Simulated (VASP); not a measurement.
# Mg2Si (Fm-3m) in VASP: band structure with PBE

Aim: the band structure of Mg2Si with PBE.

Everything below comes from runs of VASP 6.6.1. Logs are shortened: lines on timing, memory, paths and dates and some standing lists are left out, and cuts for length are marked.

## 1. The structure

Symmetry: Fm-3m, No. 225, cubic system. Conventional cell: a = 6.359 Å, b = 6.359 Å, c = 6.359 Å, α = 90.00°, β = 90.00°, γ = 90.00°. Around Si (site symmetry m-3m) lie 8 Mg at 2.75 Å. Mg (site symmetry -43m) has 4 Si at 2.75 Å as nearest neighbours.

The cell was built by a generator and needn't be a form met in nature.

## 2. Band structure, PBE

INCAR reads:

```
SYSTEM = Mg2Si
  PREC = Accurate
  ENCUT = 700
  EDIFF = 1E-6
  ISMEAR = 0
  SIGMA = 0.02
  LREAL = .FALSE.
  LASPH = .TRUE.
  NELM = 60
  ALGO = Fast
  ISIF = 2
  LWAVE = .FALSE.
  LCHARG = .FALSE.
  GGA = PE
  NBANDS = 11
```

KPOINTS reads:

```
Automatic mesh
0
G
  8 8 8
  0 0 0
```

POSCAR reads:

```
Mg2Si                                   
1.0
   -0.0000000000      3.1797255322      3.1797255322
    3.1797255322      0.0000000000      3.1797255322
    3.1797255322      3.1797255322      0.0000000000
  Si              Mg            
     1     2
Direct
     0.0000000000000000    0.0000000000000000    0.0000000000000000
     0.2500000000000000    0.2500000000000000    0.2500000000000000
     0.7500000000000000    0.7500000000000000    0.7500000000000000
```

KPOINTS_OPT reads:

```
path GXWKGLUWLK,UX
10
line-mode
reciprocal
 0.0000000000  0.0000000000  0.0000000000  G
 0.5000000000  0.0000000000  0.5000000000  X

 0.5000000000  0.0000000000  0.5000000000  X
 0.5000000000  0.2500000000  0.7500000000  W

 0.5000000000  0.2500000000  0.7500000000  W
 0.3750000000  0.3750000000  0.7500000000  K

 0.3750000000  0.3750000000  0.7500000000  K
 0.0000000000  0.0000000000  0.0000000000  G

 0.0000000000  0.0000000000  0.0000000000  G
 0.5000000000  0.5000000000  0.5000000000  L

 0.5000000000  0.5000000000  0.5000000000  L
 0.6250000000  0.2500000000  0.6250000000  U

 0.6250000000  0.2500000000  0.6250000000  U
 0.5000000000  0.2500000000  0.7500000000  W

 0.5000000000  0.2500000000  0.7500000000  W
 0.5000000000  0.5000000000  0.5000000000  L

 0.5000000000  0.5000000000  0.5000000000  L
 0.3750000000  0.3750000000  0.7500000000  K

 0.6250000000  0.2500000000  0.6250000000  U
 0.5000000000  0.0000000000  0.5000000000  X
```

Potentials or basis: VASP PAW PBE potentials, release 64 (Si, Mg).

The run is started by

```console
$ cat potpaw_PBE.64/Si/POTCAR potpaw_PBE.64/Mg/POTCAR > POTCAR
$ mpirun -np 1 vasp_std > vasp.out
```

OUTCAR:

```text
SYSTEM = Mg2Si
   PREC = Accurate
   ENCUT = 700
   EDIFF = 1E-6
   ISMEAR = 0
   LREAL = .FALSE.
   LASPH = .TRUE.
   NELM = 60
   ISIF = 2
   GGA = PE

 ion  position               nearest neighbor table
   1  0.000  0.000  0.000-   3 2.75   3 2.75   3 2.75   2 2.75   3 2.75   2 2.75   2 2.75   2 2.75

   2  0.250  0.250  0.250-   1 2.75   1 2.75   1 2.75   1 2.75   3 3.18   3 3.18   3 3.18   3 3.18
                             3 3.18   3 3.18
   3  0.750  0.750  0.750-   1 2.75   1 2.75   1 2.75   1 2.75   2 3.18   2 3.18   2 3.18   2 3.18
                             2 3.18   2 3.18

  LATTYP: Found a face centered cubic cell.
 ALAT       =     6.3594510644

  Lattice vectors:

 A1 = (   0.0000000000,   3.1797255322,   3.1797255322)
 A2 = (   3.1797255322,   0.0000000000,   3.1797255322)
 A3 = (   3.1797255322,   3.1797255322,   0.0000000000)

Analysis of symmetry for initial positions (statically):
=====================================================================
 Subroutine PRICEL returns:
 Original cell was already a primitive cell.

 Routine SETGRP: Setting up the symmetry group for a
 face centered cubic supercell.

 Subroutine GETGRP returns: Found 48 space group operations
 (whereof 48 operations were pure point group operations)
 out of a pool of 48 trial point group operations.

The static configuration has the point symmetry O_h .

Analysis of symmetry for dynamics (positions and initial velocities):
=====================================================================
 Subroutine PRICEL returns:
 Original cell was already a primitive cell.

 Routine SETGRP: Setting up the symmetry group for a
 face centered cubic supercell.

 Subroutine GETGRP returns: Found 48 space group operations
 (whereof 48 operations were pure point group operations)
 out of a pool of 48 trial point group operations.

The dynamic configuration has the point symmetry O_h .

 Subroutine INISYM returns: Found 48 space group operations
 (whereof 48 operations are pure point group operations),
 and found     1 'primitive' translations

----------------------------------------------------------------------------------------

                                     Primitive cell

  volume of cell :      64.2982

  direct lattice vectors                    reciprocal lattice vectors
     0.000000000  3.179725532  3.179725532    -0.157246276  0.157246276  0.157246276
     3.179725532  0.000000000  3.179725532     0.157246276 -0.157246276  0.157246276
[... 99 lines left out ...]
   NUPDOWN=      -1.0000    fix difference up-down
   EMIN   =  10.00;   EMAX   =-10.00  energy-range for DOS
   EFERMI =   0.00;   METHOD = LEGACY
   ISMEAR =     0;   SIGMA  =   0.02  broadening in eV -4-tet -1-fermi 0-gaus
   EFERMI_NEDOS =   21; number of points for ismear=-14 and -15
   IALGO  =     68    algorithm
   IMIX   =      4    mixing-type and parameters
     AMIX     =   0.40;   BMIX     =  1.00
     AMIX_MAG =   1.60;   BMIX_MAG =  1.00
  volume/ion in A,a.u.               =      21.43       144.64
  Fermi-wavevector in a.u.,A,eV,Ry     =   0.817282  1.544439  9.088007  0.667950
  Thomas-Fermi vector in A             =   1.927702
   LORBIT       =      0    0 simple, 1 ext, 2 COOP (PROOUT), +10 PAW based schemes
   GGA     = PE    functional components
   LHFCALC =     F    Hartree Fock is set to
   AEXX    =    0.0000 exact exchange contribution
   IVDW    =     0    specifies the selected vdW correction
   LEPSILON=     F    determine dielectric tensor
   LRPA    =     F    only Hartree local field effects (RPA)
 non-spin polarized calculation
 RMM-DIIS sequential band-by-band and
 Gauss-broadening in eV      SIGMA  =   0.02
  energy-cutoff  :      700.00
  volume of cell :       64.30
 maximum number of plane-waves:      2733
   NGX = 19   NGY = 19   NGZ = 19

 number of electron       8.0000000 magnetization

 Free energy of the ion-electron system (eV)
  ---------------------------------------------------
  ext. energy  EPLUGINS =         0.00000000
  ---------------------------------------------------
  free energy    TOTEN  =        -8.91423561 eV

  energy without entropy =       -8.91423561  energy(sigma->0) =       -8.91423561

 E-fermi :   3.6619     XC(G=0):  -8.7748

 val. band max:        3.5711701241   @ k =   0.0000   0.0000   0.0000
 cond. band min:       3.7836185050   @ k =   0.5000   0.5000   0.0000
 fundamental gap:      0.2124483809
 Fermi energy:         3.6618849902

 k-point     1 :       0.0000    0.0000    0.0000
  band No.  band energies     occupation
      1      -5.5220      2.00000
      2       3.5712      2.00000
      3       3.5712      2.00000
      4       3.5712      2.00000
      5       5.4239      0.00000
      6       6.1343      0.00000
      7       6.1343      0.00000
      8       6.1343      0.00000
      9       9.2116      0.00000
     10       9.2116      0.00000
     11      10.0130      0.00000
[... 309 lines left out ...]
 k-point    24 :      -0.3750    0.2500    0.1250
  band No.  band energies     occupation
      1      -3.8453      2.00000
      2      -0.7867      2.00000
      3       1.0905      2.00000
      4       2.1083      2.00000
      5       5.7262      0.00000
      6       5.9613      0.00000
      7       8.0674      0.00000
      8       8.6178      0.00000
      9       9.4001      0.00000
     10      11.0465      0.00000
     11      12.4591      0.00000

 [... further k-points ...]

------------------------ aborting loop because EDIFF is reached ----------------------------------------

  FORCE on cell =-STRESS in cart. coord.  units (eV):
  Direction    XX          YY          ZZ          XY          YZ          ZX
  --------------------------------------------------------------------------------------
  -------------------------------------------------------------------------------------
  Total        0.0047197      0.0047197      0.0047197     -0.0000000     -0.0000000      0.0000000
  in kB        0.1176055      0.1176055      0.1176055     -0.0000000     -0.0000000      0.0000000
  external PRESSURE =       0.1176055 kB  Pullay stress =       0.0000000 kB

 VOLUME and BASIS-vectors are now :
 -----------------------------------------------------------------------------
  energy-cutoff  :      700.00
  volume of cell :       64.30
      direct lattice vectors                 reciprocal lattice vectors
     0.000000000  3.179725532  3.179725532    -0.157246276  0.157246276  0.157246276
     3.179725532  0.000000000  3.179725532     0.157246276 -0.157246276  0.157246276
     3.179725532  3.179725532  0.000000000     0.157246276  0.157246276 -0.157246276

 POSITION                                       TOTAL-FORCE (eV/Angst)
 -----------------------------------------------------------------------------------
      0.00000      0.00000      0.00000        -0.000000      0.000000     -0.000000
      1.58986      1.58986      1.58986        -0.000000     -0.000000     -0.000000
      4.76959      4.76959      4.76959         0.000000      0.000000      0.000000
 -----------------------------------------------------------------------------------
    total drift:                               -0.000000      0.000000     -0.000000

  FREE ENERGIE OF THE ION-ELECTRON SYSTEM (eV)
  ---------------------------------------------------
  free  energy   TOTEN  =        -8.9142356119 eV

  energy  without entropy=       -8.9142356119  energy(sigma->0) =       -8.91423561
```

stdout:

```text
POSCAR found type information on POSCAR SiMg
 POSCAR found :  2 types and       3 ions
 scaLAPACK will be used
 LDA part: xc-table for (Slater+PW92), standard interpolation
 POSCAR, INCAR and KPOINTS ok, starting setup
 FFT: planning ... GRIDC
 FFT: planning ... GRID_SOFT
 FFT: planning ... GRID
 WAVECAR not read
 entering main loop
 Start KPOINTS_OPT (optional k-point list driver)
k-point batch [1-29\100]
k-point batch [30-58\100]
k-point batch [59-87\100]
k-point batch [88-100\100]
```

It took 77 s on 1 thread of Intel Xeon Platinum 8488C (Sapphire Rapids), shared host; peak memory 0.26 GiB.

What came out:

| Quantity | Value |
| --- | --- |
| Free energy | -8.9142 eV |
| Pressure | 0.0 GPa |
| Band gap on the k mesh | 0.21 eV, indirect (least direct gap 1.85 eV) |
| Band gap along the path | 0.21 eV, indirect (least direct gap 1.85 eV) |

Levels at the corners of the path, in eV from the valence-band top:
```tsv
point	band 1	band 2	band 3	band 4	band 5	band 6	band 7	band 8	band 9
Γ	-9.09	0.00	0.00	0.00	1.85	2.56	2.56	2.56	5.64
X	-7.12	-4.42	-1.94	-1.94	0.21	0.40	7.91	7.91	8.38
X	-7.12	-4.42	-1.94	-1.94	0.21	0.40	7.91	7.91	8.38
W	-7.07	-3.59	-3.59	-2.64	2.67	3.55	3.55	3.90	8.42
W	-7.07	-3.59	-3.59	-2.64	2.67	3.55	3.55	3.90	8.42
K	-7.14	-4.00	-3.43	-1.62	0.70	2.97	5.84	6.06	6.10
K	-7.14	-4.00	-3.43	-1.62	0.70	2.97	5.84	6.06	6.10
Γ	-9.09	0.00	0.00	0.00	1.85	2.56	2.56	2.56	5.64
Γ	-9.09	0.00	0.00	0.00	1.85	2.56	2.56	2.56	5.64
L	-7.68	-4.74	-0.70	-0.70	1.25	2.55	2.55	5.00	7.98
L	-7.68	-4.74	-0.70	-0.70	1.25	2.55	2.55	5.00	7.98
U	-7.14	-4.00	-3.43	-1.62	0.70	2.97	5.84	6.06	6.10
U	-7.14	-4.00	-3.43	-1.62	0.70	2.97	5.84	6.06	6.10
W	-7.07	-3.59	-3.59	-2.64	2.67	3.55	3.55	3.90	8.42
W	-7.07	-3.59	-3.59	-2.64	2.67	3.55	3.55	3.90	8.42
L	-7.68	-4.74	-0.70	-0.70	1.25	2.55	2.55	5.00	7.98
L	-7.68	-4.74	-0.70	-0.70	1.25	2.55	2.55	5.00	7.98
K	-7.14	-4.00	-3.43	-1.62	0.70	2.97	5.84	6.06	6.10
U	-7.14	-4.00	-3.43	-1.62	0.70	2.97	5.84	6.06	6.10
X	-7.12	-4.42	-1.94	-1.94	0.21	0.40	7.91	7.91	8.38
```
